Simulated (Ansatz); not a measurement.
Runs of Ansatz 0.2.0 on Pt. Symmetry: Fm-3m, No. 225, cubic system. The conventional cell has a = 3.922 Å, b = 3.922 Å, c = 3.922 Å, α = 90.00°, β = 90.00°, γ = 90.00°. Pt (site symmetry m-3m) is surrounded by 12 Pt at 2.77 Å. 

```csv
task,level,potentials or basis,spin,cell,k mesh,cutoff (eV),smearing,points for each segment of the path,mesh quality,gap on the mesh (eV),pressure (GPa)
atomic charges,PBE0,Ansatz PAW earlier set,off,as given,7 × 7 × 7,570,methfessel-paxton 0.15 eV,-,coarse,none,(a)
band structure,BLYP+D3(BJ)-ATM,Ansatz PAW,off,as given,12 × 12 × 12,420,methfessel-paxton 0.05 eV,14,not flagged,none,7.6
single point,HSE03,Ansatz PAW earlier set,off,volume scaled by 1.15,8 × 8 × 8,900,gaussian 0.01 eV,-,not flagged,none,-25.6
relaxation of cell and atoms,PBE0+D3(BJ),JTH PAW,off,relaxed,8 × 8 × 8,750,fermi-dirac 0.1 eV,-,not flagged,none,0.0
```

Q: Fill in the values left out.

A: (a) 2.5.

Caveats: some runs use coarse meshes; the PAW data sets come from PBE, with cores solved anew for the run's functional, which leaves a small shift of forces and pressure (some runs); the thresholds are loose for stress (some runs); pairwise dispersion overbinds metals, which lowers pressure and volume (some runs); spin-orbit coupling is left out, which moves the levels of the heavy elements (some runs); the plane-wave basis is chosen anew once the cell has moved, so the energies of steps on either side of that aren't comparable (some runs).

A k mesh can miss the band edges, and the runs leave out spin-orbit coupling on Pt.

A gap of «none» marks a metal or a gap under the smearing width.

The runs don't all hold the same shells in valence.
